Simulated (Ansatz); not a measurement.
Strain and the gap of SiC (P6_3mc)

SiC (P6_3mc) from a database structure, relaxed with r2SCAN in the PAW code Ansatz. The symmetry is P6_3mc (No. 186, hexagonal); a = 3.075 Å, c = 5.048 Å in the conventional setting, 10.34 Å³ an atom. Around Si lie 4 C at 1.88–1.90 Å; around C lie 4 Si at 1.88–1.90 Å.

The axes x, y and z are those of this cell:
```
CELL_PARAMETERS angstrom
3.07536 0.00000 0.00000
-1.53768 2.66334 0.00000
0.00000 0.00000 5.04811
ATOMIC_POSITIONS crystal
Si 0.33333 0.66667 0.49959
Si 0.66667 0.33333 0.99959
C 0.33333 0.66667 0.87541
C 0.66667 0.33333 0.37541
```

Unstrained: PBE gives an indirect gap of 2.277 eV, from Γ to K; the least direct gap is 3.978 eV at M. r2SCAN gives an indirect gap of 2.653 eV, from Γ to K; the least direct gap is 4.476 eV at M. The HSE06 gap is indirect, 3.160 eV (Γ to K), below the direct gap of 5.060 eV at M. Meshes: PBE 12×12×6, r2SCAN 12×12×6, HSE06 6×6×4. Strains are changes of length per length. After each strain the atoms were relaxed again with r2SCAN within the symmetry that the strain leaves, so tilts or polar shifts that break it weren't tested; points keep the names that they have in the unstrained zone. No spin polarisation and no zero-point or thermal motion.

Changes of the least gap in eV (an overlap counts as a negative gap):
```tsv
strain	volume change (%)	space group	PBE	r2SCAN	HSE06	energy rise, r2SCAN (meV/atom)
uniaxial -5.77 % along x	-5.8	Cmc2_1	-0.704	-0.706	-0.698	63.5
uniaxial +2.07 % along y	+2.1	Cmc2_1	+0.021	+0.013	+0.016	7.2
isotropic +1.62 % on every length	+4.9	P6_3mc	+0.087	+0.071	+0.075	16.6
epitaxial -1.42 % in the xy plane, free normal strain +0.26 %	-2.6	P6_3mc	-0.181	-0.177	-0.175	8.5
```

Uniaxial -5.77 % along x, other directions held. HSE06: the gap goes from 3.160 to 2.462 eV (-0.698 eV); the edges go from Γ → K to Γ → Γ–K (0.98). Stress change with r2SCAN, compression positive: xx +35.91, yy +6.98, zz +3.17 GPa.

Uniaxial +2.07 % along y, other directions held. HSE06: the gap goes from 3.160 to 3.176 eV (+0.016 eV); the edges go from Γ → K to Γ → (0.339, 0.331, 0); with r2SCAN the top three valence levels at Γ, grouped 2+1 from the top over 112 meV, become 1+1+1 over 173 meV. Stress change with r2SCAN, compression positive: xx -1.95, yy -10.58, zz -0.97 GPa.

Isotropic +1.62 % on every length. HSE06: the gap goes from 3.160 to 3.235 eV (+0.075 eV); with r2SCAN the top three valence levels at Γ, grouped 2+1 from the top over 112 meV, become 2+1 over 106 meV. Stress change with r2SCAN, compression positive: xx -10.08, yy -10.08, zz -9.84 GPa. For HSE06, dE_g/d ln V = 1.6 eV over this step.

Epitaxial -1.42 % in the xy plane, free normal strain +0.26 %. HSE06: the gap goes from 3.160 to 2.985 eV (-0.175 eV); with r2SCAN the top three valence levels at Γ, grouped 2+1 from the top over 112 meV, become 2+1 over 293 meV. Stress change with r2SCAN, compression positive: xx +9.51, yy +9.51, zz -0.04 GPa.

Where an edge lies off the special points, it is a point of the mesh or the k point where a search put PBE's edge or least direct gap, reused for the other functionals, whose own edges may lie a little apart.

Coordinates of k points refer to the reciprocal vectors of the primitive cell of the runs.

The meshes of the hybrids are coarse, so their gaps aren't converged to the digits shown.

The splittings at Γ are without spin-orbit coupling, which regroups them where it is of like size or larger.
